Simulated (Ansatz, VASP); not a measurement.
BeTe: VASP beside Ansatz

```
Be Te
1.0
     0.00000    2.99160    2.54840
     2.99160    0.00000    2.54840
     2.99160    2.99160    0.00000
Be Te
1 1
Cartesian
  0.0000 0.0000 0.0000
  4.4874 4.4874 3.8226
```

Change from the starting cell: strain +0.080 along x and y, -0.080 along z, atoms carried along.

Alike in both runs: task single point; functional LDA; k mesh 8 × 8 × 8; occupations gaussian, width 0.05 eV; no spin polarisation.

```csv
,VASP,Ansatz
version,VASP 6.6.1,Ansatz 0.2.0
potentials or method,"VASP PAW LDA potentials, release 64 (Be, Te)","scalar-relativistic, plane waves, PAW"
plane-wave cutoff (eV),520,420
valence electrons in the cell,8,18
```

```csv
,VASP,Ansatz,Ansatz less VASP
gap on the k mesh at the Fermi level (eV),0.96,0.98,+0.020
least direct gap on the mesh (eV),3.03,3.00,-0.033
pressure (GPa),-3.5,-3.7,-0.21
largest component of the traceless stress (GPa),4.73,4.75,+0.017
```

The two sets of potentials don't hold the same shells in valence.

Caveats: spin-orbit coupling is left out, which moves the levels of the heavy elements. A k mesh can miss the band edges.
